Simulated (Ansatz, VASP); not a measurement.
# BN in VASP and in Ansatz

```
B N
1.0
     2.54318    0.00000    0.00000
    -1.27159    2.20246    0.00000
     0.00000    0.00000    7.14481
B N
2 2
Direct
  0.33333 0.66667 0.25000
  0.66667 0.33333 0.75000
  0.33333 0.66667 0.75000
  0.66667 0.33333 0.25000
```

Alike in both runs: task single point; functional PBEsol; k mesh 12 × 12 × 4; occupations gaussian, width 0.05 eV; no spin polarisation.

|  | VASP | Ansatz |
| --- | --- | --- |
| version | VASP 6.6.1 | Ansatz 0.2.0 |
| potentials or method | VASP PAW PBE potentials, release 64 (B, N) | scalar-relativistic, plane waves, PAW |
| plane-wave cutoff (eV) | 520 | 520 |
| valence electrons in the cell | 16 | 16 |

VASP gave:

- gap on the k mesh at the Fermi level (eV): 4.21
- least direct gap on the mesh (eV): 4.48
- pressure (GPa): -9.5
- largest component of the traceless stress (GPa): 9.19

Question: Which values does Ansatz return?

Answer: gap on the k mesh at the Fermi level (eV): 4.21; least direct gap on the mesh (eV): 4.49; pressure (GPa): -9.9; largest component of the traceless stress (GPa): 9.71.

Ansatz warned: «pseudo_functional_mismatch».

Caveats: the PAW data sets were made with another functional, which shifts forces and pressure a little (VASP); this functional lacks dispersion, which binds the layers, so the pressure and a relaxed spacing across them are unreliable. A k mesh can miss the band edges.
